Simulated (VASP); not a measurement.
# B (P6_3/mmc) in VASP: further runs, part 2 of 2

VASP 6.6.1. Earlier steps stand in the parts before.

**5. Single point, revPBE**

This run uses another cell than the first one, of 15.62 Å³/atom, 1.120 times its volume.

File INCAR:

```
SYSTEM = B
  ALGO = Fast
  EDIFF = 1E-7
  ENCUT = 520
  GGA = RE
  ISIF = 2
  ISMEAR = -1
  LASPH = .True.
  LCHARG = .False.
  LREAL = .False.
  LWAVE = .False.
  NBANDS = 14
  NELM = 100
  PREC = Accurate
  SIGMA = 0.1
```

File KPOINTS:

```
k-points
0
Gamma
  23 23 2
  0 0 0
```

File POSCAR:

```
B
1.0
    1.7889446896      0.0000000000      0.0000000000
   -0.8944723448      1.5492715471      0.0000000000
    0.0000000000      0.0000000000     22.5370420422
B
4
Direct
    1.0000000000      1.0000000000      0.0000000000
    1.0000000000      1.0000000000      0.5000000000
    0.3333333333      0.6666666667      0.2500000000
    0.6666666667      0.3333333333      0.7500000000
```

Potentials or basis: VASP PAW PBE potentials, release 64 (B).

Started as:

```bash
cat potpaw_PBE.64/B/POTCAR > POTCAR
mpirun -np 1 vasp_std > vasp.out
```

OUTCAR:

```text
SYSTEM = B
   EDIFF = 1E-7
   ENCUT = 520
   GGA = RE
   ISIF = 2
   ISMEAR = -1
   LASPH = .True.
   LREAL = .False.
   NELM = 100
   PREC = Accurate

 ion  position               nearest neighbor table
   1  0.000  0.000  0.000-
   2  0.000  0.000  0.500-
   3  0.333  0.667  0.250-
   4  0.667  0.333  0.750-

  LATTYP: Found a hexagonal cell.
 ALAT       =     1.7889446896
 C/A-ratio  =    12.5979535160

  Lattice vectors:

 A1 = (   1.7889446896,   0.0000000000,   0.0000000000)
 A2 = (  -0.8944723448,   1.5492715471,   0.0000000000)
 A3 = (   0.0000000000,   0.0000000000,  22.5370420422)

Analysis of symmetry for initial positions (statically):
=====================================================================
 Subroutine PRICEL returns:
 Original cell was already a primitive cell.

 Routine SETGRP: Setting up the symmetry group for a
 hexagonal supercell.

 Subroutine GETGRP returns: Found 24 space group operations
 (whereof 12 operations were pure point group operations)
 out of a pool of 24 trial point group operations.

[... 186 lines left out ...]
      8      -5.1385      2.00000
      9       3.9083      0.00000
     10       4.5760      0.00000
     11       4.5760      0.00000
     12       6.0058      0.00000
     13       7.0755      0.00000
     14       9.3899      0.00000
[... 377 lines left out ...]
      1     -13.4751      2.00000
      2     -13.4731      2.00000
      3     -13.4731      2.00000
      4     -13.4711      2.00000
      5      -3.8847      2.00000
      6      -3.8369      2.00000
      7      -3.8369      2.00000
      8      -3.7877      2.00000
      9       5.2246      0.00000
     10       5.8923      0.00000
     11       5.8923      0.00000
     12       7.3960      0.00000
     13       8.2295      0.00000
     14      10.6165      0.00000

 [... further k-points ...]

------------------------ aborting loop because EDIFF is reached ----------------------------------------

  FORCE on cell =-STRESS in cart. coord.  units (eV):
  Direction    XX          YY          ZZ          XY          YZ          ZX
  --------------------------------------------------------------------------------------
  -------------------------------------------------------------------------------------
  Total       -6.6732407     -6.6732407     -0.0081007     -0.0000000     -0.0000000      0.0000000
  in kB     -171.1693494   -171.1693494     -0.2077848     -0.0000000     -0.0000000      0.0000000
  external PRESSURE =    -114.1821612 kB  Pullay stress =       0.0000000 kB

 VOLUME and BASIS-vectors are now :
 -----------------------------------------------------------------------------
  energy-cutoff  :      520.00
  volume of cell :       62.46
      direct lattice vectors                 reciprocal lattice vectors
     1.788944690  0.000000000  0.000000000     0.558988775  0.322732320  0.000000000
    -0.894472345  1.549271547  0.000000000     0.000000000  0.645464639  0.000000000
     0.000000000  0.000000000 22.537042042     0.000000000  0.000000000  0.044371395

 POSITION                                       TOTAL-FORCE (eV/Angst)
 -----------------------------------------------------------------------------------
      0.00000      0.00000      0.00000        -0.000000      0.000000      0.000000
      0.00000      0.00000     11.26852        -0.000000      0.000000      0.000000
     -0.00000      1.03285      5.63426         0.000000      0.000000      0.000000
      0.89447      0.51642     16.90278        -0.000000      0.000000     -0.000000
 -----------------------------------------------------------------------------------
    total drift:                                0.000000     -0.000000      0.000000

  FREE ENERGIE OF THE ION-ELECTRON SYSTEM (eV)
  ---------------------------------------------------
  free  energy   TOTEN  =       -22.8309047651 eV

  energy  without entropy=      -22.7730710878  energy(sigma->0) =      -22.80198793
```

OSZICAR:

```text
N       E                     dE             d eps       ncg     rms          rms(c)
DAV:   1     0.275628332590E+02    0.27563E+02   -0.54455E+03  3136   0.721E+02
DAV:   2    -0.220833744751E+02   -0.49646E+02   -0.45758E+02  4216   0.139E+02
DAV:   3    -0.241610431775E+02   -0.20777E+01   -0.20165E+01  3928   0.253E+01
DAV:   4    -0.241828252186E+02   -0.21782E-01   -0.21671E-01  4036   0.283E+00
DAV:   5    -0.241832423472E+02   -0.41713E-03   -0.41697E-03  4058   0.326E-01    0.557E+00
RMM:   6    -0.232008466293E+02    0.98240E+00   -0.44664E-01  3399   0.311E+00    0.312E+00
RMM:   7    -0.228081357232E+02    0.39271E+00   -0.79767E-01  3857   0.417E+00    0.671E-01
RMM:   8    -0.228398594730E+02   -0.31724E-01   -0.39633E-02  3427   0.129E+00    0.387E-01
RMM:   9    -0.228312716020E+02    0.85879E-02   -0.11811E-02  3779   0.568E-01    0.112E-01
RMM:  10    -0.228313543387E+02   -0.82737E-04   -0.19808E-03  3843   0.248E-01    0.917E-02
RMM:  11    -0.228309593613E+02    0.39498E-03   -0.23390E-03  3815   0.293E-01    0.410E-02
RMM:  12    -0.228309023541E+02    0.57007E-04   -0.73091E-04  3818   0.146E-01    0.104E-02
RMM:  13    -0.228309096049E+02   -0.72508E-05   -0.61322E-05  4142   0.468E-02    0.800E-03
RMM:  14    -0.228309048867E+02    0.47182E-05   -0.11689E-05  3785   0.230E-02    0.266E-03
RMM:  15    -0.228309047509E+02    0.13578E-06   -0.19528E-06  3982   0.854E-03    0.857E-04
RMM:  16    -0.228309047651E+02   -0.14192E-07   -0.32694E-07  3405   0.294E-03
   1 F= -.22830905E+02 E0= -.22801988E+02  d E =-.578337E-01
```

stdout:

```text
POSCAR found type information on POSCAR B
 POSCAR found :  1 types and       4 ions
 scaLAPACK will be used
 -----------------------------------------------------------------------------
|                                                                             |
|                                                                             |
|     You enforced a specific xc type in the INCAR file but a different       |
|     I HOPE YOU KNOW WHAT YOU ARE DOING!                                     |
|                                                                             |
 -----------------------------------------------------------------------------

 LDA part: xc-table for (Slater+PW92), standard interpolation
 POSCAR, INCAR and KPOINTS ok, starting setup
 FFT: planning ... GRIDC
 FFT: planning ... GRID_SOFT
 FFT: planning ... GRID
 WAVECAR not read
 entering main loop
```

Wall time 60 s (1 thread of AMD EPYC 9R45 (Zen 5), shared host); peak memory 0.18 GiB.

Results:

- Free energy: -22.8309 eV
- Pressure: -11.4 GPa
- Band gap on the k mesh: none (metal or under the smearing width)

Caveat: the PAW data sets were made with another functional, which shifts forces and pressure a little.

**6. The runs side by side**

| cell | k mesh | gap on the mesh (eV) | pressure (GPa) |
| --- | --- | --- | --- |
| P6_3/mmc, 13.94 Å³/atom | 27 × 27 × 2 | none | -0.7 |
| P6_3/mmc, 12.83 Å³/atom | 23 × 23 × 2 | none | 10.2 |
| P6_3/mmc, 15.06 Å³/atom | 23 × 23 × 2 | none | -8.8 |
| P6_3/mmc, 15.62 Å³/atom | 23 × 23 × 2 | none | -11.4 |

Alike in all rows: task single point; level revPBE; potentials or basis VASP PAW PBE potentials, release 64 (B); no spin polarisation; cutoff (eV) 520; smearing fermi-dirac 0.1 eV.

Every run on the cell as given and a fine mesh finds a metal.

Caveats: the PAW data sets were made with another functional, which shifts forces and pressure a little; this functional lacks dispersion, which binds the layers, so the pressure and a relaxed spacing across them are unreliable (some runs).

Absolute energies hang on the potentials; compare differences alone.
